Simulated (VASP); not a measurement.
# Se (Im-3m) in VASP: notebook

One crystal, Se, is run at these levels: PBE; tasks: single point, relaxation of cell and atoms.

All numbers are computed with VASP 6.6.1; they aren't measurements. Logs are shortened: lines on timing, memory, paths and dates and some standing lists are left out, and cuts for length are marked.

**1. Starting point**

It takes space group Im-3m (No. 229, cubic). Conventional cell: a = 3.439 Å, b = 3.439 Å, c = 3.439 Å, α = 90.00°, β = 90.00°, γ = 90.00°. Se (site symmetry m-3m) has 8 Se at 2.98 Å as nearest neighbours.

This isn't the form of Se at room conditions, which is trigonal, of chains.

**2. Single point, PBE**

INCAR reads:

```
PREC = Accurate
ENCUT = 520
EDIFF = 1E-6
ISMEAR = 0
SIGMA = 0.1
LREAL = F
LASPH = T
NELM = 100
ALGO = Normal
ISIF = 2
LWAVE = F
LCHARG = F
GGA = PE
NBANDS = 9
```

KPOINTS reads:

```
Automatic mesh
0
Gamma
  18 18 18
```

POSCAR reads:

```
Se
1.0
   -1.7197378837      1.7197378837      1.7197378837
    1.7197378837     -1.7197378837      1.7197378837
    1.7197378837      1.7197378837     -1.7197378837
Se
1
Direct
    0.0000000000      0.0000000000      0.0000000000
```

Potentials or basis: VASP PAW PBE potentials, release 64 (Se).

Started as:

```bash
$ cat potpaw_PBE.64/Se/POTCAR > POTCAR
$ mpirun -np 1 vasp_std > vasp.out
```

OUTCAR:

```text
PREC = Accurate
   ENCUT = 520
   EDIFF = 1E-6
   ISMEAR = 0
   LREAL = F
   LASPH = T
   NELM = 100
   ISIF = 2
   GGA = PE

 ion  position               nearest neighbor table
   1  0.000  0.000  0.000-

  LATTYP: Found a body centered cubic cell.
 ALAT       =     3.4394757674

  Lattice vectors:

 A1 = (  -1.7197378837,   1.7197378837,   1.7197378837)
 A2 = (   1.7197378837,  -1.7197378837,   1.7197378837)
 A3 = (   1.7197378837,   1.7197378837,  -1.7197378837)

Analysis of symmetry for initial positions (statically):
=====================================================================
 Subroutine PRICEL returns:
 Original cell was already a primitive cell.

 Routine SETGRP: Setting up the symmetry group for a
 body centered cubic supercell.

 Subroutine GETGRP returns: Found 48 space group operations
 (whereof 48 operations were pure point group operations)
 out of a pool of 48 trial point group operations.

The static configuration has the point symmetry O_h .

Analysis of symmetry for dynamics (positions and initial velocities):
=====================================================================
 Subroutine PRICEL returns:
 Original cell was already a primitive cell.

 Routine SETGRP: Setting up the symmetry group for a
 body centered cubic supercell.

 Subroutine GETGRP returns: Found 48 space group operations
 (whereof 48 operations were pure point group operations)
 out of a pool of 48 trial point group operations.

The dynamic configuration has the point symmetry O_h .

 Subroutine INISYM returns: Found 48 space group operations
 (whereof 48 operations are pure point group operations),
 and found     1 'primitive' translations

----------------------------------------------------------------------------------------

                                     Primitive cell

  volume of cell :      20.3445

  direct lattice vectors                    reciprocal lattice vectors
    -1.719737884  1.719737884  1.719737884     0.000000000  0.290741982  0.290741982
     1.719737884 -1.719737884  1.719737884     0.290741982  0.000000000  0.290741982
     1.719737884  1.719737884 -1.719737884     0.290741982  0.290741982  0.000000000

  length of vectors
     2.978673390  2.978673390  2.978673390     0.411171253  0.411171253  0.411171253

  position of ions in fractional coordinates (direct lattice)
     0.000000000  0.000000000  0.000000000

  ion indices of the primitive-cell ions
   primitive index   ion index
                 1           1
[... 77 lines left out ...]
   NFREE  =      0    steps in history (QN), initial steepest desc. (CG)
   ISIF   =      2    stress and relaxation
   ISYM   =      2    0-nonsym 1-usesym 2-fastsym
   POTIM  = 0.5000    time-step for ionic-motion
   TEBEG  =    0.0;   TEEND  =   0.0 temperature during run
   PSTRESS=    0.0 pullay stress
   NELECT =       6.0000    total number of electrons
   NUPDOWN=      -1.0000    fix difference up-down
   EMIN   =  10.00;   EMAX   =-10.00  energy-range for DOS
   EFERMI =   0.00;   METHOD = LEGACY
   ISMEAR =     0;   SIGMA  =   0.10  broadening in eV -4-tet -1-fermi 0-gaus
   EFERMI_NEDOS =   21; number of points for ismear=-14 and -15
   IALGO  =     38    algorithm
   IMIX   =      4    mixing-type and parameters
     AMIX     =   0.40;   BMIX     =  1.00
     AMIX_MAG =   1.60;   BMIX_MAG =  1.00
  volume/ion in A,a.u.               =      20.34       137.29
  Fermi-wavevector in a.u.,A,eV,Ry     =   1.089707  2.059247 16.156386  1.187461
  Thomas-Fermi vector in A             =   2.225916
   LORBIT       =      0    0 simple, 1 ext, 2 COOP (PROOUT), +10 PAW based schemes
   GGA     = PE    functional components
   LHFCALC =     F    Hartree Fock is set to
   AEXX    =    0.0000 exact exchange contribution
   IVDW    =     0    specifies the selected vdW correction
   LEPSILON=     F    determine dielectric tensor
   LRPA    =     F    only Hartree local field effects (RPA)
 non-spin polarized calculation
 Gauss-broadening in eV      SIGMA  =   0.10
  energy-cutoff  :      520.00
  volume of cell :       20.34
 maximum number of plane-waves:       564
 NGX is ok and might be reduce to    24
   NGX = 11   NGY = 11   NGZ = 11

 number of electron       5.9999999 magnetization

 Free energy of the ion-electron system (eV)
  ---------------------------------------------------
  ext. energy  EPLUGINS =         0.00000000
  ---------------------------------------------------
  free energy    TOTEN  =        -2.92190029 eV

  energy without entropy =       -2.91867600  energy(sigma->0) =       -2.92028814

 E-fermi :   5.5505     XC(G=0): -10.5900

 val. band max:        5.5288146360   @ k =   0.1667   0.1111   0.1111
 cond. band min:       5.5596895814   @ k =   0.2778   0.0556   0.0556
 fundamental gap:      0.0308749454
 Fermi energy:         5.5504636211

 k-point     1 :       0.0000    0.0000    0.0000
  band No.  band energies     occupation
      1     -10.6133      2.00000
      2       8.4543      0.00000
      3       8.4543      0.00000
      4       8.4543      0.00000
      5      16.6198      0.00000
      6      17.8905      0.00000
      7      17.8905      0.00000
      8      17.8905      0.00000
      9      20.9097      0.00000
[... 265 lines left out ...]
 k-point    24 :       0.3889    0.1111   -0.0000
  band No.  band energies     occupation
      1      -7.2757      2.00000
      2      -0.6108      2.00000
      3       4.6604      2.00000
      4       7.0454      0.00000
      5      13.3257      0.00000
      6      15.0856      0.00000
      7      20.6965      0.00000
      8      22.8058      0.00000
      9      25.1437      0.00000

 [... further k-points ...]

------------------------ aborting loop because EDIFF is reached ----------------------------------------

  FORCE on cell =-STRESS in cart. coord.  units (eV):
  Direction    XX          YY          ZZ          XY          YZ          ZX
  --------------------------------------------------------------------------------------
  -------------------------------------------------------------------------------------
  Total       -0.0018134     -0.0018134     -0.0018134     -0.0000000      0.0000000      0.0000000
  in kB       -0.1428130     -0.1428130     -0.1428130     -0.0000000      0.0000000      0.0000000
  external PRESSURE =      -0.1428130 kB  Pullay stress =       0.0000000 kB

 VOLUME and BASIS-vectors are now :
 -----------------------------------------------------------------------------
  energy-cutoff  :      520.00
  volume of cell :       20.34
      direct lattice vectors                 reciprocal lattice vectors
    -1.719737884  1.719737884  1.719737884     0.000000000  0.290741982  0.290741982
     1.719737884 -1.719737884  1.719737884     0.290741982  0.000000000  0.290741982
     1.719737884  1.719737884 -1.719737884     0.290741982  0.290741982  0.000000000

 POSITION                                       TOTAL-FORCE (eV/Angst)
 -----------------------------------------------------------------------------------
      0.00000      0.00000      0.00000         0.000000     -0.000000     -0.000000
 -----------------------------------------------------------------------------------
    total drift:                                0.000000     -0.000000      0.000000

  FREE ENERGIE OF THE ION-ELECTRON SYSTEM (eV)
  ---------------------------------------------------
  free  energy   TOTEN  =        -2.9219002853 eV

  energy  without entropy=       -2.9186759974  energy(sigma->0) =       -2.92028814
```

OSZICAR:

```text
N       E                     dE             d eps       ncg     rms          rms(c)
DAV:   1     0.939500269033E+01    0.93950E+01   -0.29184E+03  3510   0.577E+02
DAV:   2    -0.266152494826E+01   -0.12057E+02   -0.11681E+02  4810   0.759E+01
DAV:   3    -0.292062047018E+01   -0.25910E+00   -0.25805E+00  4059   0.102E+01
DAV:   4    -0.292108561696E+01   -0.46515E-03   -0.46512E-03  4737   0.500E-01
DAV:   5    -0.292108594083E+01   -0.32387E-06   -0.32423E-06  4094   0.115E-02    0.304E+00
DAV:   6    -0.292107399838E+01    0.11942E-04   -0.26139E-03  4030   0.281E-01    0.180E+00
DAV:   7    -0.292188093176E+01   -0.80693E-03   -0.45586E-03  3898   0.379E-01    0.694E-02
DAV:   8    -0.292189985420E+01   -0.18922E-04   -0.13593E-04  3887   0.702E-02    0.902E-03
DAV:   9    -0.292190028532E+01   -0.43112E-06   -0.13642E-06  4451   0.905E-03
   1 F= -.29219003E+01 E0= -.29202881E+01  d E =-.322429E-02
```

Run time: 9.7 s. Hardware: 1 thread of Intel Xeon Platinum 8559C (Emerald Rapids), shared host; peak memory 0.16 GiB.

Results:

```
Free energy            : -2.9219 eV
Pressure               : 0.0 GPa
Band gap on the k mesh : none (metal or under the smearing width)
```

**3. Relaxation of cell and atoms, PBE**

This run uses another cell than the first one, of 19.77 Å³/atom, 0.972 times its volume.

INCAR reads:

```
PREC     = Accurate       # precision mode
ENCUT    = 600            # plane-wave cutoff, eV
EDIFF    = 1E-7           # SCF threshold, eV
ISMEAR   = 0              # smearing method
SIGMA    = 0.1            # smearing width, eV
LREAL    = False          # projectors in reciprocal space
LASPH    = True           # aspherical terms in the spheres
NELM     = 100            # most SCF steps
ALGO     = Normal         # electronic algorithm
ISIF     = 3              # what is computed and relaxed
LWAVE    = False          # write WAVECAR
LCHARG   = False          # write CHGCAR
GGA      = PE             # functional
IBRION   = 2              # ionic algorithm
NSW      = 100            # ionic steps
EDIFFG   = -0.005         # ionic threshold
```

KPOINTS is that of step 2.

POSCAR reads:

```
Se
1.0
   -1.7034486149      1.7034486149      1.7034486149
    1.7034486149     -1.7034486149      1.7034486149
    1.7034486149      1.7034486149     -1.7034486149
Se
1
Direct
    0.0000000000      0.0000000000      0.0000000000
```

Potentials or basis: VASP PAW PBE potentials, release 64 (Se).

Started as:

```bash
$ cat potpaw_PBE.64/Se/POTCAR > POTCAR
$ mpirun -np 1 vasp_std > vasp.out
```

Run time: 21 s. Hardware: 1 thread of Intel Xeon Platinum 8559C (Emerald Rapids), shared host; peak memory 0.17 GiB.

The run converged. Its results:

```
Free energy                            : -2.9219 eV
Relaxed volume                         : 20.34 Å³/atom
Relaxed cell                           : a = 2.979 Å, b = 2.979 Å, c = 2.979 Å, α = 109.47°, β = 109.47°, γ = 109.47°
Space group after relaxing (to 0.05 Å) : Im-3m (No. 229)
Energy gained by relaxing              : 3.8 meV/atom
Ionic steps                            : 3
Pressure after relaxing                : 0.0 GPa
Band gap on the k mesh                 : none (metal or under the smearing width)
```

The path:
| step | energy change (eV) | largest force (eV/Å) | pressure (GPa) | volume (Å³) |
| --- | --- | --- | --- | --- |
| 1 | 0.0000 | 0.0000 | 2.18 | 19.77 |
| 2 | -0.0033 | 0.0000 | -0.70 | 20.55 |
| 3 | -0.0038 | 0.0000 | 0.01 | 20.34 |

Final structure:
```cif
data_structure
_symmetry_space_group_name_H-M 'P 1'
_symmetry_Int_Tables_number 1
_cell_length_a 2.9787
_cell_length_b 2.9787
_cell_length_c 2.9787
_cell_angle_alpha 109.471
_cell_angle_beta 109.471
_cell_angle_gamma 109.471
_cell_volume 20.34
loop_
_atom_site_label
_atom_site_type_symbol
_atom_site_fract_x
_atom_site_fract_y
_atom_site_fract_z
_atom_site_occupancy
Se1 Se 0.00000 0.00000 0.00000 1
```

Levels at points of the mesh, in eV from the Fermi level:
```tsv
k point	band 1	band 2	band 3	band 4	band 5	band 6	band 7
(0.00, 0.00, 0.00)	-16.16	2.90	2.90	2.90	11.07	12.34	12.34
(0.50, 0.00, 0.00)	-12.76	-6.67	-0.03	2.07	6.86	8.29	17.32
(0.50, 0.50, 0.50)	-10.41	-3.27	-3.27	-3.27	4.05	4.05	22.53
```

**4. Single point, PBE**

This run uses another cell than the first one, of 19.73 Å³/atom, 0.970 times its volume.

INCAR reads:

```
ALGO = Fast ; EDIFF = 1E-7
ENCUT = 520 ; GGA = PE
ISIF = 2 ; ISMEAR = 0
LASPH = T ; LCHARG = F
LREAL = F ; LWAVE = F
NBANDS = 9 ; NELM = 100
PREC = Accurate ; SIGMA = 0.1
```

KPOINTS reads:

```
k-points
0
Gamma
  18 18 18
```

POSCAR reads:

```
Se
1.0
   -1.7023656062      1.7023656062      1.7023656062
    1.7023656062     -1.7023656062      1.7023656062
    1.7023656062      1.7023656062     -1.7023656062
Se
1
Direct
    0.0000000000      0.0000000000      0.0000000000
```

Started as:

```bash
$ cat potpaw_PBE.64/Se/POTCAR > POTCAR
$ mpirun -np 1 vasp_std > vasp.out
```

It took 14 s on 1 thread of Intel Xeon Platinum 8559C (Emerald Rapids), shared host; peak memory 0.16 GiB.

Results (log left out):

| Item | Value |
| --- | --- |
| Free energy | -2.9176 eV |
| Pressure | 2.3 GPa |
| Band gap on the k mesh | none (metal or under the smearing width) |

Levels at points of the mesh, in eV from the Fermi level:
```tsv
k point	band 1	band 2	band 3	band 4	band 5	band 6	band 7	band 8
(0.00, 0.00, 0.00)	-16.44	3.06	3.06	3.06	11.48	12.41	12.41	12.41
(0.50, 0.00, 0.00)	-12.84	-6.92	-0.01	2.16	6.89	8.25	17.50	18.13
(0.50, 0.50, 0.50)	-10.34	-3.39	-3.39	-3.39	3.91	3.91	22.86	22.87
```

**5. Overview**

| task | cell | cutoff (eV) | gap on the mesh (eV) | pressure (GPa) |
| --- | --- | --- | --- | --- |
| single point | Im-3m, 20.34 Å³/atom | 520 | none | 0.0 |
| relaxation of cell and atoms | relaxed | 600 | none | 0.0 |
| single point | Im-3m, 19.73 Å³/atom | 520 | none | 2.3 |

Alike in all rows: level PBE; potentials or basis VASP PAW PBE potentials, release 64 (Se); no spin polarisation; k mesh 18 × 18 × 18; smearing gaussian 0.1 eV.

Absolute energies hang on the potentials; compare differences alone.
